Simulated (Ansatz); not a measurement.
Ti: do energies and stresses tell the same story?

Level of theory: DFT PBEsol, scalar-relativistic, plane waves, PAW in Ansatz.

Cutoff 420 eV; k points 18×18×18 on the computed 1-atom cell (Γ-centred); Gaussian smearing, width 0.10 eV; no spin polarisation.

Relaxed cell: Fm-3m, a = 4.056 Å, b = 4.056 Å, c = 4.056 Å, α = 90.00°, β = 90.00°, γ = 90.00°, 1 atom in the primitive cell. This fcc form isn't the element's structure at ambient conditions.

Energies at zero smearing and pressures from the stress tensor, at volumes with shape and atoms relaxed:
```tsv
V (Å³/atom)	E − E(first) (meV/atom)	P (GPa)
15.679	0.00	7.83
16.179	-17.59	3.66
16.680	-23.02	0.00
17.180	-17.76	-3.21
17.680	-3.10	-6.03
```

Check P = −dE/dV between neighbouring volumes, and get the bulk modulus from the pressures alone.

With 1 eV/Å³ = 160.2 GPa:
```json
{"middle V (Å³/atom)": "15.929", "−ΔE/ΔV (GPa)": "5.633", "mean P (GPa)": "5.745"}
{"middle V (Å³/atom)": "16.429", "−ΔE/ΔV (GPa)": "1.739", "mean P (GPa)": "1.829"}
{"middle V (Å³/atom)": "16.930", "−ΔE/ΔV (GPa)": "-1.685", "mean P (GPa)": "-1.608"}
{"middle V (Å³/atom)": "17.430", "−ΔE/ΔV (GPa)": "-4.693", "mean P (GPa)": "-4.623"}
```

The two differ by 0.11 GPa at most. The mean of two end pressures misses the average over a step by about ΔV² P″/12, up to 0.05 GPa here; with that taken off 0.07 GPa remains. The stress is the derivative of the free energy, not of the energy at zero smearing, and with free energies 0.00 GPa remains. Around V = 16.680 Å³/atom, the two neighbours give B = −V ΔP/ΔV = 16.680 × 6.87 / 1.001 = 114.6 GPa, against B0 = 114.1 GPa from the Birch–Murnaghan fit of the energies.